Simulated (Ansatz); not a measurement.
## What pressure 75 GPa does to RuO2

Base system: RuO$_{2}$ in the rutile structure (space group P4_2/mnm, No. 136; a = 4.523 Å, c = 3.119 Å).

Now apply this change: cell and atoms relaxed at a pressure of 75 GPa.

Level of theory: PBE/PAW in Ansatz (a first-principles code), no spin-orbit coupling. k-mesh 10×10×15 (Γ-centred); smearing 0.05 eV (Fermi–Dirac).

- Volume per atom = 8.77 Å³ (base 10.64 Å³)
- Lattice parameter a = 4.172 Å (base 4.523 Å)
- c/a ratio = 0.725 (base 0.690)
- Shortest interatomic distance = 1.822 Å (base 1.955 Å)
- Enthalpy H = E + PV relative to the base's energy = +4.47 eV/atom
- Band gap = zero (base zero)

Final structure:

```
RuO2
1.0
    4.17157     0.00000     0.00000
    0.00000     4.17157     0.00000
    0.00000     0.00000     3.02369
Ru O
2 4
Direct
  0.50000   0.50000   0.50000
  0.00000   0.00000   0.00000
  0.80887   0.80887   0.50000
  0.30887   0.69113   0.00000
  0.69113   0.30887   0.00000
  0.19113   0.19113   0.50000
```

Cost of the whole job for the changed cell (relaxation, final SCF and bands): very roughly 110 core-seconds.

Load acts through the strain it causes; cell and atoms are relaxed under it. Whether these cells are dynamically stable was not tested. No other phases were tried under pressure. No Hubbard U is applied, and correlation can decide whether such a compound is a metal. The final runs are not spin-polarised.
